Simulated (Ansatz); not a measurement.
The cell is COD entry 9008768, as deposited and not checked against the literature; nothing was relaxed.

An input for YN: DFT, PBE, all-electron LAPW, scalar-relativistic (Ansatz 0.2.0).

```yaml
crystal:
  lattice:
    - [0.0, 2.4385, 2.4385]
    - [2.4385, 0.0, 2.4385]
    - [2.4385, 2.4385, 0.0]
  atoms:
    - { symbol: "Y", position: [0.0, 0.0, 0.0] }
    - { symbol: "N", position: [0.5, 0.5, 0.5] }
kpoints:
  mp_grid: { grid: [9, 9, 9] }
  band_path:
    path:
      - [0.0, 0.0, 0.0]
      - [0.5, 0.0, 0.5]
      - [0.625, 0.25, 0.625]
      - [0.375, 0.375, 0.75]
      - [0.0, 0.0, 0.0]
      - [0.5, 0.5, 0.5]
      - [0.5, 0.25, 0.75]
      - [0.5, 0.0, 0.5]
    npoints: 8
scf:
  occupations: { method: fermi_dirac, width: 0.03 }
hamiltonian:
  xc: pbe
  pseudopotentials: { kind: all_electron, lapw: { basis_error: 0.0005 } }
output:
  forces: true
  stress: true
  eigenvalues: true
  populations: true
  dos: { projected: true, de: 0.2, e_range: [-14, 8] }
```

Set-up and iterations as logged by Ansatz (the results part is left out, to be predicted):

```
Y: projections on atomic orbitals take those of the free atom 1s2 2s2 2p6 3s2 3p6 3d10 4s2 4p6 4d1 5s2, of charge +0.00 (hamiltonian.pseudopotentials.projection_atoms)
N: projections on atomic orbitals take those of the free atom 1s2 2s2 2p3, of charge +0.00 (hamiltonian.pseudopotentials.projection_atoms)
LAPW: plane waves up to 8.335 Å⁻¹, error target 5.0e-4 eV per atom; small_component_spin mean_spin; N in spheres of 1.133 Å, 7 of its electrons in bands, Dirac shells []; Y in spheres of 1.305 Å, 29 of its electrons in bands, Dirac shells []
Engine: ansatz 0.2.0
Pseudopotentials: kind: all_electron
Pseudopotential: Y, LAPW, valence charge 29, Koelling and Harmon's equation, gaussian nucleus
Pseudopotential: N, LAPW, valence charge 7, Koelling and Harmon's equation, gaussian nucleus
Functional definition: PBE
  parameter kappa = 0.804
  parameter beta = 0.06672455060314922
  exchange = pbe_x(kappa = kappa, mu = beta*pi^2/3)
  correlation = pbe_c(beta = beta)
Crystal: 2 atoms, lattice volume = 29.000 Å³
Basis set: ecut = 264.67434053540325 eV, 283 PW (Γ), exchange–correlation at level 2
Bands: 22, of which v1, the nominal top of the filled ones, is band 18 counted from 1 (17 counted from 0)
Symmetry: 48 space group operations
Space group: Fm-3m (ITA 225), of the structure as read, at distance tolerance 3.1e-5 Å
k-points: 35 of 729
Non-local potential: Y, projectors of the file, none
Non-local potential: N, projectors of the file, none
Initial density: superposition of atomic densities (chi_scale 0.1, normalization cell, long waves kept (reshape's long-wave potential 0.00 eV rms))
Initial wavefunctions: plane waves of lowest kinetic energy (no species holds an atomic orbital)
Functional: x = pbe(κ = 0.804, μ = 0.2195149727645171), c = pbe(β = 0.06672455060314922)
iter 1 solved again at ethr=1.43e-2 eV; its pass at ethr=1.00e-1 eV (dr2=5.16e0 eV) is discarded
SCF iter   1: F=—  HF=-93615.241270 eV  |F-HF|=—  |Δ(HF+E_count)|=         —  Δρ=1.10e-1  dr2=5.15e0  ethr=1.43e-2  ⟨swp⟩=2.0  Hψ=5128  notcnv=0
SCF iter   2: F=—  HF=-93614.895889 eV  |F-HF|=—  |Δ(HF+E_count)|=   3.45e-1  Δρ=8.65e-2  dr2=3.02e0  ethr=1.43e-2  ⟨swp⟩=3.0  Hψ=2294  notcnv=0
iter 3 solved again at ethr=5.58e-4 eV; its pass at ethr=8.40e-3 eV (dr2=2.01e-1 eV) is discarded
SCF iter   3: F=—  HF=-93612.884005 eV  |F-HF|=—  |Δ(HF+E_count)|=    2.01e0  Δρ=2.16e-2  dr2=2.01e-1  ethr=5.58e-4  ⟨swp⟩=2.0  Hψ=3871  notcnv=0
SCF iter   4: F=—  HF=-93613.076087 eV  |F-HF|=—  |Δ(HF+E_count)|=         —  Δρ=3.91e-2  dr2=6.90e-1  ethr=5.58e-4  ⟨swp⟩=3.0  Hψ=2680  notcnv=0
the basis was enlarged: its passes take 183.3 KiB over the memory plan, 1 of 1 planned eigensolver slots
SCF iter   5: F=—  HF=-93612.872370 eV  |F-HF|=—  |Δ(HF+E_count)|=   2.04e-1  Δρ=1.11e-2  dr2=5.59e-2  ethr=5.58e-4  ⟨swp⟩=2.1  Hψ=2308  notcnv=0
SCF iter   6: F=—  HF=-93612.855652 eV  |F-HF|=—  |Δ(HF+E_count)|=   1.67e-2  Δρ=6.91e-4  dr2=2.17e-4  ethr=1.55e-4  ⟨swp⟩=2.0  Hψ=2446  notcnv=0
SCF iter   7: F=—  HF=-93612.855530 eV  |F-HF|=—  |Δ(HF+E_count)|=   1.21e-4  Δρ=1.55e-4  dr2=1.07e-5  ethr=6.03e-7  ⟨swp⟩=2.0  Hψ=2331  notcnv=0
SCF iter   8: F=—  HF=-93612.855514 eV  |F-HF|=—  |Δ(HF+E_count)|=   1.65e-5  Δρ=2.04e-5  dr2=1.84e-7  ethr=2.97e-8  ⟨swp⟩=2.0  Hψ=2331  notcnv=0
SCF iter   9: F=-93612.855514 eV  HF=-93612.855514 eV  |F-HF|=5.09e-10  |Δ(HF+E_count)|=   5.03e-8  Δρ=7.75e-7  dr2=2.05e-10  ethr=5.12e-10  ⟨swp⟩=2.3  Hψ=2350  notcnv=0
```

(1) What pressure will this run report?

(2) Is there a band gap?

## Answers

(1) 2.99 GPa (positive in compression).

(2) 0.18 eV, indirect from Γ to X (0.5, 0, 0.5) (so small a gap may close at points that the mesh and path miss).
